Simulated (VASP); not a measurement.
# G0W0 corrections to the LDA valence and conduction bands of NaI (Fm-3m): rigid shift or stretch

I calculated one-shot G0W0 corrections to LDA levels of rock-salt NaI, six in the valence bands and six in the conduction bands. Each correction is the quasiparticle energy less the Kohn-Sham energy, with both scales set to zero at their own valence-band top, so the top valence level at Γ has zero correction by definition. My question is whether one constant added to the conduction bands reproduces the G0W0 levels, or whether the bands also change width. It matters because NaI is a scintillator host, and calculations of its optical spectra need many k points. A constant shift of LDA bands costs almost nothing, while a G0W0 run on a dense mesh is expensive.

## Systems and settings

A cell from a diffraction database, fixed. VASP 6.6.1, plane waves with PAW (data sets made for GW), cutoff 400 eV, no spin polarisation, no spin-orbit coupling. One-shot G0W0 on LDA, full frequency, k mesh 3×3×3, 576 bands, response cutoff 240 eV, short of the basis limit. All rows come from one run. The rows are a selection: up to six levels of each kind, spread evenly over the top 6.5 eV of the valence bands and the lowest 6 eV of the conduction bands, with Z between 0.6 and 0.95; over all 27 such levels the corrections run from -0.06 to 2.48 eV. Both energy scales are set to zero at their own valence-band top among the k points computed. k points are in fractions of the reciprocal vectors.

Notes on method and selection:

- The k mesh is coarse; the size of the corrections depends on it.
- Spin-orbit coupling is left out; with atoms this heavy it splits and shifts the bands.
- Where a crystal was run more than once, the run with the largest basis is shown; crystals whose screening a coarse mesh overstates, or whose filled d shells need far more bands, were left out.
- Runs that did not converge, have known faults or may not be shown are not listed, and runs on Ansatz's PAW sets soft_1 and soft_2 are kept to separate tables.

Columns:

- KS energy (eV): Kohn-Sham energy of the level from the valence-band top.
- Z: renormalisation factor Z.
- correction (eV): quasiparticle energy less Kohn-Sham energy, each from its valence-band top.

## Numbers

| member | kind of band | KS energy (eV) | Z | correction (eV) |
| --- | --- | --- | --- | --- |
| band 6 at (0.333, 0, 0) | valence | −1.83 | 0.777 | −0.023 |
| band 6 at (0.333, 0.333, 0) | valence | −1.66 | 0.777 | −0.031 |
| band 7 at (−0.333, 0.333, 0) | valence | −1.50 | 0.782 | −0.057 |
| band 8 at (0.333, 0.333, 0) | valence | −0.60 | 0.780 | −0.016 |
| band 8 at (0.333, 0, 0) | valence | −0.22 | 0.785 | −0.012 |
| band 8 at Γ | valence | 0.00 | 0.788 | 0.000 |
| band 9 at Γ | conduction | 3.32 | 0.821 | 2.403 |
| band 9 at (0.333, 0, 0) | conduction | 4.83 | 0.814 | 2.315 |
| band 10 at (0.333, 0.333, 0) | conduction | 5.72 | 0.813 | 2.198 |
| band 12 at (0.333, 0, 0) | conduction | 7.77 | 0.797 | 2.409 |
| band 11 at (0.333, 0.333, 0) | conduction | 7.97 | 0.798 | 2.380 |
| band 12 at (−0.333, 0.333, 0) | conduction | 8.53 | 0.797 | 2.477 |

Least-squares fits to the whole series, with x = KS energy (eV); R² and errors in the fitted variable (y, or ln y where the fit is in ln y):

| y | kind of band | members | fit | R² | rms residual | leave-one-out rms | the same for the mean of the others |
| --- | --- | --- | --- | --- | --- | --- | --- |
| correction (eV) | valence | 6 | y = −0.005666 + 0.01807 x | 0.53 | 0.012 | 0.018 | 0.021 |
| correction (eV) | conduction | 6 | y = 2.245 + 0.01866 x | 0.16 | 0.081 | 0.13 | 0.11 (fit no better) |

## What drives the series

The correction is close to a scissors shift. Across the gap it jumps from 0 to 2.403 eV, whereas among the six valence levels shown it never exceeds 0.057 eV in size. The six conduction levels average (2.403 + 2.315 + 2.198 + 2.409 + 2.380 + 2.477) / 6 = 2.364 eV and span 2.477 − 2.198 = 0.279 eV, or 0.279 / 2.364 = 0.12 of the shift itself.

The jump has a known origin. To first order the quasiparticle energy is

$$E^{\mathrm{QP}} = E^{\mathrm{KS}} + Z\,\langle \Sigma(E^{\mathrm{KS}}) - v_{xc}\rangle ,$$

where $\Sigma$ is the self-energy and $v_{xc}$ the LDA exchange-correlation potential. Screened exchange in $\Sigma$ lowers filled states relative to empty ones, a distinction that the local potential largely misses. NaI screens weakly, as wide-gap ionic crystals do, so the step is large. The valence levels shift almost together because they are all built mainly from iodine 5p orbitals.

There is a hint of stretching in the valence bands. All five levels below the top move down, and the fitted slope of 0.018 would widen the bands by about 2%. The corrections do not grow steadily with depth, however: the largest is at −1.50 eV, and the two deeper levels have smaller ones. The leave-one-out error of the line, 0.018 eV, is hardly below the 0.021 eV of a plain mean, so I make no stretching rule from it.

The conduction bands do not stretch uniformly either. From 3.32 to 5.72 eV the correction falls by 2.403 − 2.198 = 0.205 eV, yet the three levels from 7.77 eV upwards lie between 2.380 and 2.477 eV. A straight line predicts an omitted level with an error of 0.13 eV, against 0.11 eV for the mean of the others. What remains after the constant shift therefore varies from level to level and does not follow the energy linearly.

## Members off the line

Largest departures from the fit to the whole series:

| member | kind of band | correction (eV) | fit | computed − fit | in rms residuals |
| --- | --- | --- | --- | --- | --- |
| band 7 at (−0.333, 0.333, 0) | valence | −0.057 | −0.033 | −0.024 | 2.0 |
| band 6 at (0.333, 0, 0) | valence | −0.023 | −0.039 | +0.016 | 1.3 |
| band 8 at Γ | valence | 0.000 | −0.006 | +0.006 | 0.5 |
| band 6 at (0.333, 0.333, 0) | valence | −0.031 | −0.036 | +0.005 | 0.4 |

Since the conduction line does no better than a mean, I measure those levels from their mean of 2.364 eV. Band 10 at (0.333, 0.333, 0) is farthest away, at 2.198 − 2.364 = −0.166 eV. Band 12 at (−0.333, 0.333, 0) comes next, at 2.477 − 2.364 = +0.113 eV.

The likeliest source of such differences is orbital character. The bottom of the conduction band in an alkali halide is mainly s-like, and d character enters higher up, so the self-energy and the LDA potential need not differ by the same amount in every state. I have no simple argument for why band 10 should fall below the mean and band 12 above it, and orbital weights are not shown in the table, so I leave the signs unexplained.

In the valence set, band 7 at (−0.333, 0.333, 0) lies 0.024 eV below the fitted line and band 6 at (0.333, 0, 0) lies 0.016 eV above it. The table does not show whether differences this small would survive a denser k mesh and a larger basis, so I attach no chemistry to them.

## Using the table

**If I fix the scissors shift at the Γ gap, how wrong are the other conduction levels?**

The shift is then 2.403 eV. Band 10 at (0.333, 0.333, 0) comes out too high by 2.403 − 2.198 = 0.205 eV, and band 12 at (−0.333, 0.333, 0) too low by 2.477 − 2.403 = 0.074 eV. The gap at Γ equals the G0W0 gap of this run by construction, 3.32 + 2.403 = 5.72 eV. Near the absorption edge this choice follows the G0W0 levels of this run, and higher up it misses those shown by up to about 0.2 eV. That is not the error of the gap itself. A larger basis or updated energies would raise the gap and spin-orbit coupling would lower it, the last two by more than 0.2 eV each.

**What is the vertical energy from band 8 to band 9 at (0.333, 0, 0)?**

In LDA it is 4.83 − (−0.22) = 5.05 eV. The G0W0 corrections add 2.315 − (−0.012) = 2.327 eV, which gives 5.05 + 2.327 = 7.38 eV. The Γ shift would give 5.05 + 2.403 = 7.45 eV, only about 0.08 eV more. Both are energies for a separate electron and hole at the settings of this run. An optical peak calculated from the same levels would lie lower by the exciton binding.

**Will plain LDA do for the shape of the valence bands?**

The deepest level shown lies 1.83 eV below the top in LDA and 1.83 + 0.023 = 1.85 eV below it in G0W0. The largest change among the six levels is 0.057 eV. For relative valence energies at this accuracy, LDA gives nearly the same answer as G0W0 without its cost.

## Closing remarks

For the levels shown, down to 1.83 eV below the valence top and up to 8.53 eV above it, a constant shift of about 2.4 eV carries most of the one-shot correction at these settings. The rows are a selection from four k points, so they test the shift at sampled levels and not along whole bands.

Spin-orbit coupling is the largest omission for the valence bands. It would split the iodine 5p states at Γ by very roughly 1 eV and raise their top by about a third of that, which narrows the gap and outweighs every valence correction here. The size of the shift is not settled by this run either. Other runs on the same cell show that the shift at Γ grows as bands and response cutoff are increased together. The second increase adds less than the first, but the shift has not levelled off at the settings used here. Updating the energies in the Green's function, with the LDA screening kept, enlarges it by more than the 0.279 eV spanned by the conduction levels shown. The value of 2.4 eV is therefore a one-shot result that a larger basis or updated energies would raise.

A slightly denser k mesh, tried with a smaller basis, hardly changes the shift at Γ. This does not show that the screening is converged. The static dielectric constant on the 3×3×3 mesh is well above the one calculated on a much denser mesh. Only the second includes local fields, so the difference is not due to the mesh alone, but the coarse mesh probably overstates the screening of NaI too.
